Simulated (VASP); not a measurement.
Zr: single point with r2SCAN

Zr:

```
CELL_PARAMETERS angstrom
1.61709 0.93363 7.81914
-1.61709 0.93363 7.81914
0.00000 -1.86725 7.81914
ATOMIC_POSITIONS crystal
Zr 0.00000 0.00000 0.00000
Zr 0.22294 0.22294 0.22294
Zr 0.77706 0.77706 0.77706
```

The cell was built by a generator and needn't be a form met in nature.

```yaml
Program: VASP 6.6.1
Task: single point
Functional: r2SCAN
Potentials_or_basis: VASP PAW PBE potentials, release 64 (Zr_sv)
Cutoff: 520 eV
k_mesh: 6 × 6 × 6
Occupations: gaussian, width 0.1 eV
Spin: no spin polarisation
Dipole_correction: no
Further_INCAR_settings: ALGO = Normal; EDIFF = 1e-07; NBANDS = 25
```

```
Pressure               : -0.1 GPa
Largest force          : 0.015 eV/Å
Band gap on the k mesh : none (metal or under the smearing width)
```

Forces in eV/Å, atoms in the order of the input:
```
Zr   0.000  0.000  0.000
Zr   0.000  0.000  0.015
Zr   0.000  0.000 -0.015
```

Levels at points of the mesh, in eV from the Fermi level:
```tsv
k point	band 15	band 16	band 17	band 18	band 19	band 20	band 21	band 22
(0.00, 0.00, 0.00)	-3.46	-0.04	0.09	0.89	0.89	1.10	1.12	1.12
(0.50, 0.00, 0.00)	-2.49	-1.72	-1.65	-0.04	0.48	0.81	1.57	2.09
(0.50, 0.50, 0.00)	-2.53	-1.99	-0.73	-0.45	0.78	1.11	1.55	1.63
(0.50, 0.50, 0.50)	-3.12	0.31	0.52	0.86	0.86	0.95	1.18	1.18
```

It took 18 min on 1 thread of Intel(R) Xeon(R) Platinum 8488C (Sapphire Rapids) (shared host), peak memory 0.52 GiB.

Caveat: the k mesh is coarse (spacing up to 0.38 Å⁻¹), so the values aren't converged; the PAW data sets were made with another functional, which shifts forces and pressure a little.
